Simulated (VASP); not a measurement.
HfSi, 2 atoms in the cell. It takes space group Fm-3m (No. 225, cubic). The conventional cell has a = 5.300 Å, b = 5.300 Å, c = 5.300 Å, α = 90.00°, β = 90.00°, γ = 90.00°. Hf (site symmetry m-3m) has 6 Si at 2.65 Å as nearest neighbours. Around Si (site symmetry m-3m) lie 6 Hf at 2.65 Å. The cell comes from a database or a generator and needn't be the stable form of this composition.

| Property | Result |
| --- | --- |
| Program | VASP 6.6.1 |
| Task | single point |
| Functional | PBEsol |
| Potentials or basis | VASP PAW PBE potentials, release 64 (Hf_pv, Si) |
| Cutoff | 520 eV |
| k mesh | 6 × 6 × 6 |
| Occupations | gaussian, width 0.05 eV |
| Spin | no spin polarisation |
| Dipole correction | no |
| Further INCAR settings | ALGO = Fast; EDIFF = 1e-06; NBANDS = 14 |

Potentials or basis: VASP PAW PBE potentials, release 64 (Hf_pv, Si).

The run is started by

```console
$ cat potpaw_PBE.64/Hf_pv/POTCAR potpaw_PBE.64/Si/POTCAR > POTCAR
$ mpirun -np 1 vasp_std > vasp.out
```

Hardware: 1 thread of Intel(R) Xeon(R) Platinum 8488C (Sapphire Rapids), on a shared host.

Problem. Estimate the wall time of this run.

Solution. It took 6.6 s on 1 thread of Intel(R) Xeon(R) Platinum 8488C (Sapphire Rapids), with other jobs on the host, peak memory 0.15 GiB. Counts: scf iterations 14, k points 16.
